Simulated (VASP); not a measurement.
**GaN: relaxation of shape and atoms at fixed volume with PBEsol**

GaN:

```
CELL_PARAMETERS angstrom
3.20129 0.00000 0.00000
-1.60065 2.77240 0.00000
0.00000 0.00000 5.21755
ATOMIC_POSITIONS crystal
Ga 0.33333 0.66667 0.99924
Ga 0.66667 0.33333 0.49924
N 0.33333 0.66667 0.37576
N 0.66667 0.33333 0.87576
```

The cell isn't the ideal one: a relaxed cell with its volume scaled by 1.02.

* Program: VASP 6.6.1
* Task: relaxation of shape and atoms at fixed volume
* Functional: PBEsol
* Potentials or basis: VASP PAW PBE potentials, release 64 (Ga_d, N)
* Cutoff: 600 eV
* k mesh: 12 × 12 × 5
* Occupations: gaussian, width 0.03 eV
* Spin: no spin polarisation
* Further INCAR settings: ALGO = Normal; EDIFF = 1e-07; IBRION = 2; EDIFFG = -0.01; NSW = 40; ISIF = 4

```
Pressure after relaxing      : -3.6 GPa
Largest force after relaxing : 0.006 eV/Å
Band gap on the k mesh       : 1.77 eV, direct
```

Forces in eV/Å, atoms in the order of the input:
```
Ga   0.000  0.000 -0.006
Ga   0.000  0.000 -0.006
N    0.000  0.000  0.006
N    0.000  0.000  0.006
```

Final structure:
```xyz
4
Lattice="3.2013 0.0000 0.0000 -1.6006 2.7724 0.0000 0.0000 0.0000 5.2175" Properties=species:S:1:pos:R:3 pbc="T T T"
Ga    0.0000    1.8483    5.2136
Ga    1.6006    0.9241    2.6048
N     0.0000    1.8483    1.9605
N     1.6006    0.9241    4.5693
```

Levels at points of the mesh, in eV from the valence-band top:
```
           k point  band 16  band 17  band 18  band 19  band 20  band 21
(0.00, 0.00, 0.00)    -0.04     0.00     0.00     1.77     4.10     9.01
(0.50, 0.00, 0.00)    -2.72    -2.21    -0.99     4.90     5.41     5.90
```

It took 51 s on 1 thread of Intel(R) Xeon(R) Platinum 8559C (Emerald Rapids) (shared host), peak memory 0.2 GiB.

Caveat: the relaxation stopped at its first step, so nothing moved; the PAW data sets were made with another functional, which shifts forces and pressure a little.
